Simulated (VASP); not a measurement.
Here is a VASP 6.6.1 calculation.

File INCAR:

```
SYSTEM = Ti
ALGO     = Normal         ! electronic algorithm
BPARAM   = 11.95        
CPARAM   = 0.0093       
EDIFF    = 1E-7           ! SCF threshold, eV
ENCUT    = 520            ! plane-wave cutoff, eV
ISIF     = 2              ! what is computed and relaxed
ISMEAR   = 1              ! smearing method
IVDW_NL  = 2            
LASPH    = .TRUE.         ! aspherical terms in the spheres
LCHARG   = .FALSE.        ! write CHGCAR
LDAU     = .TRUE.         ! DFT+U
LDAUJ    = 0            
LDAUL    = 2              ! shell
LDAUPRINT= 1            
LDAUTYPE = 2            
LDAUU    = 5.3            ! U, eV
LMAXMIX  = 4              ! l up to which the mixer works
LMIXTAU  = .TRUE.       
LREAL    = .FALSE.        ! projectors in reciprocal space
LUSE_VDW = .TRUE.       
LWAVE    = .FALSE.        ! write WAVECAR
METAGGA  = R2SCAN         ! meta-GGA
NELM     = 100            ! most SCF steps
PREC     = Accurate       ! precision mode
SIGMA    = 0.2            ! smearing width, eV
```

File KPOINTS:

```
k-points
0
G
  11 11 11
  0 0 0
```

Contents of POSCAR:

```
Ti
2.8709
    0.000000000000      0.707095335957      0.707095335957
    0.707095335957      0.000000000000      0.707095335957
    0.707095335957      0.707095335957      0.000000000000
Ti
1
Direct
    0.0000000000      0.0000000000      0.0000000000
```

File KPOINTS_OPT:

```
path GXWKGLUWLK,UX
10
line-mode
reciprocal
 0.0000000000  0.0000000000  0.0000000000  G
 0.5000000000  0.0000000000  0.5000000000  X

 0.5000000000  0.0000000000  0.5000000000  X
 0.5000000000  0.2500000000  0.7500000000  W

 0.5000000000  0.2500000000  0.7500000000  W
 0.3750000000  0.3750000000  0.7500000000  K

 0.3750000000  0.3750000000  0.7500000000  K
 0.0000000000  0.0000000000  0.0000000000  G

 0.0000000000  0.0000000000  0.0000000000  G
 0.5000000000  0.5000000000  0.5000000000  L

 0.5000000000  0.5000000000  0.5000000000  L
 0.6250000000  0.2500000000  0.6250000000  U

 0.6250000000  0.2500000000  0.6250000000  U
 0.5000000000  0.2500000000  0.7500000000  W

 0.5000000000  0.2500000000  0.7500000000  W
 0.5000000000  0.5000000000  0.5000000000  L

 0.5000000000  0.5000000000  0.5000000000  L
 0.3750000000  0.3750000000  0.7500000000  K

 0.6250000000  0.2500000000  0.6250000000  U
 0.5000000000  0.0000000000  0.5000000000  X
```

Potentials or basis: VASP PAW PBE potentials, release 64 (Ti_sv).

Command:

```bash
$ cat potpaw_PBE.64/Ti_sv/POTCAR > POTCAR
$ mpirun -np 1 vasp_std > vasp.out
```

Problem. Estimate the pressure.

Solution. 20.4 GPa.

Problem. Predict the band gap along the path.

Solution. None (metal or under the smearing width).

Eigenvalues of the final occupation matrices:
```csv
site,spin,trace,eigenvalues
site 1 d,1,0.83,0.10 0.10 0.21 0.21 0.21
site 1 d,2,0.83,0.10 0.10 0.21 0.21 0.21
```

Caveat: the PAW data sets were made with another functional, which shifts forces and pressure a little; U without spin polarisation on a metal has little footing; pairwise dispersion overbinds metals, which lowers pressure and volume; the U is typed as a test and isn't derived for this compound.
